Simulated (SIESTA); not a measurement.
**In under changes of volume**

One of the cells (27.071 Å³/atom); the others are scaled copies at fixed shape and fractional positions:

```
In
1.0
     3.35757    0.00000    0.00000
    -1.67879    2.90775    0.00000
     0.00000    0.00000    5.54563
In
2
Direct
  0.66667 0.33333 0.75000
  0.33333 0.66667 0.25000
```

This isn't the form of In at room conditions, which is tetragonal.

| Item | Value |
| --- | --- |
| Program | SIESTA 5.4.2 |
| Functional | PBEsol |
| Potentials or basis | PseudoDojo 0.4 standard (PBEsol files) |
| Basis | DZP (energy shift 0.003 Ry; two zetas on semicore shells) |
| Grid cutoff | 500 Ry |
| Energy shift | 0.003 Ry |
| k mesh | 9 × 9 × 5 |
| Occupations | fermi-dirac, width 0.05 eV |
| Spin | no spin polarisation |

```tsv
volume (Å³/atom)	energy over the lowest point (meV/atom)	pressure (GPa)
24.948	?	?
25.478	0.81	0.8
26.009	0.00	-0.2
27.071	7.01	-1.7
27.602	13.97	-2.3
28.133	22.74	-2.8
```

Task: What does the run at 24.948 Å³/atom give?

Result: Energy over the lowest point 5.14 meV/atom; pressure 1.9 GPa.

Worked out: A Birch-Murnaghan fit of order 3 (a polynomial in V^(-2/3)) to the other rows has its minimum at 25.87 Å³/atom with B0 = V·E''(V) = 46 GPa and B' = 7.0 at fixed shape and positions, which overstates the stiffness. It gives 5.18 meV/atom at 24.948 Å³/atom, against the run's 5.14, and -dE/dV = 1.9 GPa, against 1.9.

Energies are extrapolated to zero smearing.

Caveats: the basis of atomic orbitals isn't converged, which shifts pressures, moduli and gaps.
